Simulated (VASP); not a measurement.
# Pd (Im-3m) in VASP: notebook

The runs below take Pd through single point, with PBE.

All numbers are computed with VASP 6.6.1; they aren't measurements. Logs are shortened: lines on timing, memory, paths and dates and some standing lists are left out, and cuts for length are marked.

## (1) The crystal as given

Symmetry: Im-3m, No. 229, cubic system. Conventional cell: a = 3.145 Å, b = 3.145 Å, c = 3.145 Å, α = 90.00°, β = 90.00°, γ = 90.00°. Pd (site symmetry m-3m) is surrounded by 8 Pd at 2.72 Å.

This isn't the form of Pd at room conditions, which is fcc.

## (2) Single point, PBE

INCAR

```
SYSTEM = Pd
PREC = Accurate ; ENCUT = 520
EDIFF = 1E-4 ; ISMEAR = 0
SIGMA = 0.1 ; LREAL = .FALSE.
LASPH = .TRUE. ; NELM = 100
ALGO = Normal ; ISIF = 2
LWAVE = .FALSE. ; LCHARG = .FALSE.
GGA = PE ; ADDGRID = .FALSE.
```

KPOINTS

```
Automatic mesh
0
G
  15 15 15
  0 0 0
```

POSCAR

```
Pd
1.0
   -1.5722810000      1.5722810000      1.5722810000
    1.5722810000     -1.5722810000      1.5722810000
    1.5722810000      1.5722810000     -1.5722810000
Pd
1
Direct
    0.0000000000      0.0000000000      0.0000000000
```

Potentials or basis: VASP PAW PBE potentials, release 64 (Pd).

Started as:

```sh
$ cat potpaw_PBE.64/Pd/POTCAR > POTCAR
$ mpirun -np 1 vasp_std > vasp.out
```

OUTCAR:

```text
SYSTEM = Pd
   PREC = Accurate
   ENCUT = 520
   EDIFF = 1E-4
   ISMEAR = 0
   LREAL = .FALSE.
   LASPH = .TRUE.
   NELM = 100
   ISIF = 2
   GGA = PE

 Found    120 irreducible k-points:

 Following reciprocal coordinates:
            Coordinates               Weight
  0.000000  0.000000  0.000000      1.000000
  0.066667  0.000000  0.000000     12.000000
  0.133333  0.000000  0.000000     12.000000
  0.200000  0.000000  0.000000     12.000000
  0.266667  0.000000  0.000000     12.000000
  0.333333  0.000000  0.000000     12.000000
   k-points           NKPTS =    120   k-points in BZ     NKDIM =    120   number of bands    NBANDS=      9
   number of dos      NEDOS =    301   number of ions     NIONS =      1
   total plane-waves  NPLWV =   8000
   dimension x,y,z NGX =    20 NGY =   20 NGZ =   20
   dimension x,y,z NGXF=    40 NGYF=   40 NGZF=   40
   ions per type =               1
   NGX,Y,Z   is equivalent  to a cutoff of  12.21, 12.21, 12.21 a.u.
   NGXF,Y,Z  is equivalent  to a cutoff of  24.42, 24.42, 24.42 a.u.
 SYSTEM =  Pd
   PREC   = accura    normal or accurate (medium, high low for compatibility)
   ISTART =      0    job   : 0-new  1-cont  2-samecut
   ICHARG =      2    charge: 1-file 2-atom 10-const
   ISPIN  =      1    spin polarized calculation?
   LNONCOLLINEAR =      F non collinear calculations
   LSORBIT =      F    spin-orbit coupling
   LASPH  =      T    aspherical Exc in radial PAW
   ENCUT  =  520.0 eV  38.22 Ry    6.18 a.u.   5.06  5.06  5.06*2*pi/ulx,y,z
   NELM   =    100;   NELMIN=  2; NELMDL= -5     # of ELM steps
   EDIFF  = 0.1E-03   stopping-criterion for ELM
   LREAL  =      F    real-space projection
   EDIFFG = 0.1E-02   stopping-criterion for IOM
   NSW    =      0    number of steps for IOM
   IBRION =     -1    ionic relax: 0-MD 1-quasi-New 2-CG
   NFREE  =      0    steps in history (QN), initial steepest desc. (CG)
   ISIF   =      2    stress and relaxation
   ISYM   =      2    0-nonsym 1-usesym 2-fastsym
   POTIM  = 0.5000    time-step for ionic-motion
   TEBEG  =    0.0;   TEEND  =   0.0 temperature during run
   PSTRESS=    0.0 pullay stress
   NELECT =      10.0000    total number of electrons
   NUPDOWN=      -1.0000    fix difference up-down
   EMIN   =  10.00;   EMAX   =-10.00  energy-range for DOS
   EFERMI =   0.00;   METHOD = LEGACY
   ISMEAR =     0;   SIGMA  =   0.10  broadening in eV -4-tet -1-fermi 0-gaus
   EFERMI_NEDOS =   21; number of points for ismear=-14 and -15
   IALGO  =     38    algorithm
   IMIX   =      4    mixing-type and parameters
     AMIX     =   0.40;   BMIX     =  1.00
     AMIX_MAG =   1.60;   BMIX_MAG =  1.00
  volume/ion in A,a.u.               =      15.55       104.92
  Fermi-wavevector in a.u.,A,eV,Ry     =   1.413160  2.670485 27.171123  1.997021
  Thomas-Fermi vector in A             =   2.534834
   LORBIT       =      0    0 simple, 1 ext, 2 COOP (PROOUT), +10 PAW based schemes
   GGA     = PE    functional components
   LHFCALC =     F    Hartree Fock is set to
   AEXX    =    0.0000 exact exchange contribution
   IVDW    =     0    specifies the selected vdW correction
   LEPSILON=     F    determine dielectric tensor
   LRPA    =     F    only Hartree local field effects (RPA)
 non-spin polarized calculation
 Gauss-broadening in eV      SIGMA  =   0.10
  energy-cutoff  :      520.00
  volume of cell :       15.55
 maximum number of plane-waves:       430
   NGX = 11   NGY = 11   NGZ = 11

 number of electron      10.0000005 magnetization

 Free energy of the ion-electron system (eV)
  ---------------------------------------------------
  ext. energy  EPLUGINS =         0.00000000
  ---------------------------------------------------
  free energy    TOTEN  =        -5.17865770 eV

  energy without entropy =       -5.17191412  energy(sigma->0) =       -5.17528591

 E-fermi :   8.9076     XC(G=0): -12.8538

 val. band max:        8.9068569810   @ k =  -0.4000  -0.4667   0.2667
 cond. band min:       8.9080509725   @ k =  -0.2000   0.3333   0.0667
 fundamental gap:      0.0011939915
 Fermi energy:         8.9076499568

 k-point     1 :       0.0000    0.0000    0.0000
  band No.  band energies     occupation
      1       2.1893      2.00000
      2       6.1888      2.00000
      3       6.1888      2.00000
      4       6.1888      2.00000
      5       8.0333      2.00000
      6       8.0333      2.00000
      7      28.1935      0.00000
      8      28.1935      0.00000
      9      28.1935      0.00000

 k-point     2 :       0.0667    0.0000    0.0000
  band No.  band energies     occupation
      1       2.3524      2.00000
      2       6.1356      2.00000
      3       6.1914      2.00000
      4       6.3016      2.00000
      5       7.9715      2.00000
      6       8.0372      2.00000
      7      28.0595      0.00000
      8      28.2091      0.00000
      9      28.3812      0.00000

 k-point     3 :       0.1333    0.0000    0.0000
  band No.  band energies     occupation
      1       2.8160      2.00000
      2       5.9883      2.00000
      3       6.1963      2.00000
      4       6.6301      2.00000
      5       7.8362      2.00000
      6       8.0508      2.00000
      7      27.3825      0.00000
      8      28.0511      0.00000
      9      28.9140      0.00000

 k-point     4 :       0.2000    0.0000    0.0000
  band No.  band energies     occupation
      1       3.4715      2.00000
      2       5.7788      2.00000
      3       6.2494      2.00000
      4       7.1440      2.00000
      5       7.7378      2.00000
      6       8.0775      2.00000
      7      25.7249      0.00000
      8      27.3426      0.00000
      9      29.7050      0.00000

 k-point     5 :       0.2667    0.0000    0.0000
  band No.  band energies     occupation
      1       4.0260      2.00000
      2       5.5483      2.00000
      3       6.6105      2.00000
      4       7.7453      2.00000
      5       7.7873      2.00000
      6       8.1182      2.00000
      7      23.3439      0.00000
      8      26.2507      0.00000
      9      30.4109      0.00000

 k-point     6 :       0.3333    0.0000    0.0000
  band No.  band energies     occupation
      1       4.1825      2.00000
      2       5.3371      2.00000
      3       7.5401      2.00000
      4       7.8832      2.00000
      5       8.1678      2.00000
      6       8.4701      2.00000
      7      20.7752      0.00000
      8      25.1980      0.00000
      9      28.5529      0.00000

 [... further k-points ...]

------------------------ aborting loop because EDIFF is reached ----------------------------------------

  FORCE on cell =-STRESS in cart. coord.  units (eV):
  Direction    XX          YY          ZZ          XY          YZ          ZX
  --------------------------------------------------------------------------------------
  -------------------------------------------------------------------------------------
  Total       -0.1500524     -0.1500524     -0.1500524     -0.0000000      0.0000000     -0.0000000
  in kB      -15.4633286    -15.4633286    -15.4633286     -0.0000000      0.0000000     -0.0000000
  external PRESSURE =     -15.4633286 kB  Pullay stress =       0.0000000 kB

 VOLUME and BASIS-vectors are now :
 -----------------------------------------------------------------------------
  energy-cutoff  :      520.00
  volume of cell :       15.55
      direct lattice vectors                 reciprocal lattice vectors
    -1.572281000  1.572281000  1.572281000     0.000000000  0.318009313  0.318009313
     1.572281000 -1.572281000  1.572281000     0.318009313  0.000000000  0.318009313
     1.572281000  1.572281000 -1.572281000     0.318009313  0.318009313  0.000000000

 POSITION                                       TOTAL-FORCE (eV/Angst)
 -----------------------------------------------------------------------------------
      0.00000      0.00000      0.00000         0.000000     -0.000000      0.000000
 -----------------------------------------------------------------------------------
    total drift:                                0.000000     -0.000000      0.000000

  FREE ENERGIE OF THE ION-ELECTRON SYSTEM (eV)
  ---------------------------------------------------
  free  energy   TOTEN  =        -5.1786576955 eV

  energy  without entropy=       -5.1719141239  energy(sigma->0) =       -5.17528591
```

OSZICAR:

```text
N       E                     dE             d eps       ncg     rms          rms(c)
DAV:   1     0.377067615120E+02    0.37707E+02   -0.52851E+03  2184   0.104E+03
DAV:   2    -0.507939867607E+01   -0.42786E+02   -0.41825E+02  2330   0.191E+02
DAV:   3    -0.543114436828E+01   -0.35175E+00   -0.35097E+00  2444   0.203E+01
DAV:   4    -0.543317842662E+01   -0.20341E-02   -0.20340E-02  2423   0.144E+00
DAV:   5    -0.543320728933E+01   -0.28863E-04   -0.28862E-04  2403   0.154E-01    0.657E+00
DAV:   6    -0.518964345762E+01    0.24356E+00   -0.11701E+00  2215   0.998E+00    0.323E+00
DAV:   7    -0.518164877282E+01    0.79947E-02   -0.59505E-03  2387   0.730E-01    0.175E+00
DAV:   8    -0.517865767165E+01    0.29911E-02   -0.97023E-04  2327   0.276E-01    0.493E-02
DAV:   9    -0.517865769553E+01   -0.23876E-07   -0.86018E-06  1193   0.309E-02
   1 F= -.51786577E+01 E0= -.51752859E+01  d E =-.674357E-02
```

Wall time 10 s (1 thread of Intel Xeon Platinum 8375C at 2.90GHz (Ice Lake), shared host); peak memory 0.13 GiB.

These settings aren't checked as converged: the numbers below hold their error.

What came out:

| Quantity | Value |
| --- | --- |
| Free energy | -5.1787 eV |
| Pressure | -1.5 GPa |
| Band gap on the k mesh | none (metal or under the smearing width) |

## (3) Single point, PBE

INCAR is that of step 2.

KPOINTS is that of step 2.

POSCAR

```
Pd
1.0
   -1.5345420000      1.5703810000      1.5719130000
    1.5565800000     -1.5514420000      1.5750130000
    1.5718420000      1.5887420000     -1.5529740000
Pd
1
Direct
    0.0275280000      0.0634310000      0.0341390000
```

Potentials or basis: VASP PAW PBE potentials, release 64 (Pd).

Started as:

```sh
$ cat potpaw_PBE.64/Pd/POTCAR > POTCAR
$ mpirun -np 1 vasp_std > vasp.out
```

Run time: 3.5 min. Hardware: 1 thread of Intel Xeon Platinum 8375C at 2.90GHz (Ice Lake), shared host; peak memory 0.35 GiB.

These settings aren't checked as converged: the numbers below hold their error.

Results:

| Property | Result |
| --- | --- |
| Free energy | -5.1749 eV |
| Pressure | -1.4 GPa |
| Band gap on the k mesh | none (metal or under the smearing width) |

## (4) Single point, PBE

INCAR

```
SYSTEM = Pd
PREC = Accurate ; ENCUT = 650
EDIFF = 1E-6 ; ISMEAR = 0
SIGMA = 0.1 ; LREAL = .FALSE.
LASPH = .TRUE. ; NELM = 100
ALGO = Normal ; ISIF = 2
LWAVE = .FALSE. ; LCHARG = .FALSE.
GGA = PE ; ADDGRID = .FALSE.
```

KPOINTS is that of step 3.

POSCAR

```
Pd
1.0
   -1.5722810000      1.5722810000      1.5722810000
    1.5722810000     -1.5722810000      1.5722810000
    1.5722810000      1.5722810000     -1.5722810000
Pd
1
Direct
    0.0000000000      0.0000000000      0.0000000000
```

Started as:

```sh
$ cat potpaw_PBE.64/Pd/POTCAR > POTCAR
$ mpirun -np 1 vasp_std > vasp.out
```

Wall time 24 s (1 thread of Intel Xeon Platinum 8375C at 2.90GHz (Ice Lake), shared host); peak memory 0.16 GiB.

These settings aren't checked as converged: the numbers below hold their error.

Results:

```
Free energy            : -5.1789 eV
Pressure               : -1.5 GPa
Band gap on the k mesh : none (metal or under the smearing width)
```

## (5) Single point, PBE

INCAR is that of step 4.

KPOINTS is that of step 4.

POSCAR

```
Pd
1.0
   -1.5345420000      1.5703810000      1.5719130000
    1.5565800000     -1.5514420000      1.5750130000
    1.5718420000      1.5887420000     -1.5529740000
Pd
1
Direct
    0.0275280000      0.0634310000      0.0341390000
```

Started as:

```sh
$ cat potpaw_PBE.64/Pd/POTCAR > POTCAR
$ mpirun -np 1 vasp_std > vasp.out
```

Wall time 4.8 min (1 thread of Intel Xeon Platinum 8375C at 2.90GHz (Ice Lake), shared host); peak memory 0.46 GiB.

These settings aren't checked as converged: the numbers below hold their error.

Results:

```yaml
Free_energy: -5.1751 eV
Pressure: -1.3 GPa
Band_gap_on_the_k_mesh: none (metal or under the smearing width)
```

## (6) For comparison

An earlier run on the cell as given: functional PBEsol; potentials or basis VASP PAW PBE potentials, release 64 (Pd); cutoff 520 eV; k mesh 12 × 12 × 12; occupations fermi-dirac, width 0.05 eV; no spin polarisation.

- Pressure: -10.3 GPa
- Band gap on the k mesh: none (metal or under the smearing width)
